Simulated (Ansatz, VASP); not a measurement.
**MoS2 in VASP and in Ansatz**

```
S Mo
1.0
     3.15090    0.00000    0.00000
    -1.57545    2.72876    0.00000
     0.00000    0.00000   56.44272
S Mo
6 3
Direct
  0.33333 0.66667 0.36499
  0.33333 0.66667 0.42052
  0.66667 0.33333 0.47226
  0.66667 0.33333 0.52774
  0.33333 0.66667 0.57948
  0.33333 0.66667 0.63501
  0.66667 0.33333 0.39277
  0.33333 0.66667 0.50000
  0.66667 0.33333 0.60723
```

Alike in both runs: task single point; functional PBE; dispersion D3(BJ); k mesh 12 × 12 × 1; occupations gaussian, width 0.02 eV; no spin polarisation.

|  | VASP | Ansatz |
| --- | --- | --- |
| version | VASP 6.6.1 | Ansatz 0.2.0 |
| potentials or method | VASP PAW PBE potentials, release 64 (S, Mo_sv) | scalar-relativistic, plane waves, PAW |
| plane-wave cutoff (eV) | 520 | 420 |
| valence electrons in the cell | 78 | 78 |

|  | VASP | Ansatz | Ansatz less VASP |
| --- | --- | --- | --- |
| gap on the k mesh at the Fermi level (eV) | 1.02 | 1.00 | -0.015 |
| least direct gap on the mesh (eV) | 1.72 | 1.72 | -0.004 |
| rms of the force components (eV/Å) | 0.007 | 0.001 | -0.0058 |
